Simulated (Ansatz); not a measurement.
## Gd (bcc)

Computed with Ansatz (plane waves, PAW, 420 eV cutoff): PBE, scalar-relativistic, collinear spin, 14×14×14 k-mesh, Gaussian smearing of 0.05 eV; PAW files: Ansatz's generated set soft_2.

```xyz
1
Lattice="-2.0232 2.0232 2.0232 2.0232 -2.0232 2.0232 2.0232 2.0232 -2.0232" Properties=species:S:1:pos:R:3 pbc="T T T"
Gd    0.0000    0.0000    0.0000
```

At room temperature and ambient pressure Gd is hcp.

The geometry is fixed. Moments are started on Gd in several ways. q is the propagation vector of an order in a doubled cell, in units of this cell's reciprocal vectors; doubled cells take an equivalent mesh or are counted from a ferromagnetic run in the same cell, unless said otherwise. Energies count from the first row, the state in which the cell was relaxed.

The starts:
- ferromagnetic
- no spin polarisation
- antiparallel, q = (0, 0, 1/2)
- antiparallel, q = (1/2, 1/2, 1/2)

(1) Which start ends lowest?

Answer:

(1) Lowest: ferromagnetic.

```json
{"start": "ferromagnetic", "largest typed moment (μB)": "8.08*", "ΔE (meV/atom)": "0.0", "gap on the mesh (eV)": "metal", "P (GPa)": "0.0", "final spin moments (μB)": "Gd 7.35"}
{"start": "no spin polarisation", "largest typed moment (μB)": "0.00", "ΔE (meV/atom)": "7363.4", "gap on the mesh (eV)": "metal", "P (GPa)": "-3.0", "final spin moments (μB)": "none"}
{"start": "antiparallel, q = (0, 0, 1/2)", "largest typed moment (μB)": "7.00", "ΔE (meV/atom)": "20.5", "gap on the mesh (eV)": "metal", "P (GPa)": "0.0", "final spin moments (μB)": "Gd 7.23, -7.23"}
{"start": "antiparallel, q = (1/2, 1/2, 1/2)", "largest typed moment (μB)": "7.00", "ΔE (meV/atom)": "24.7", "gap on the mesh (eV)": "metal", "P (GPa)": "0.3", "final spin moments (μB)": "Gd 7.09, -7.09"}
```

A star marks runs that didn't start from the typed moments alone: the program put its own moment for the open shell in their place.

The program noted a lower state or an instability beside: antiparallel, q = (0, 0, 1/2); antiparallel, q = (1/2, 1/2, 1/2). The lower rows of the table may be what it saw.

The row without spin polarisation prices the pairing of the open shell's electrons, not a magnetic ordering energy.

Only orders that fit these small cells were tried, so the real crystal's order may be another.

Without a U the 4f levels of Gd lie too near the Fermi level, so their share of the states there, and what hangs on it, is overstated. These numbers lack spin–orbit coupling. Site moments are of spin, integrated over atomic spheres.

A lower state of the open shells can't be excluded.
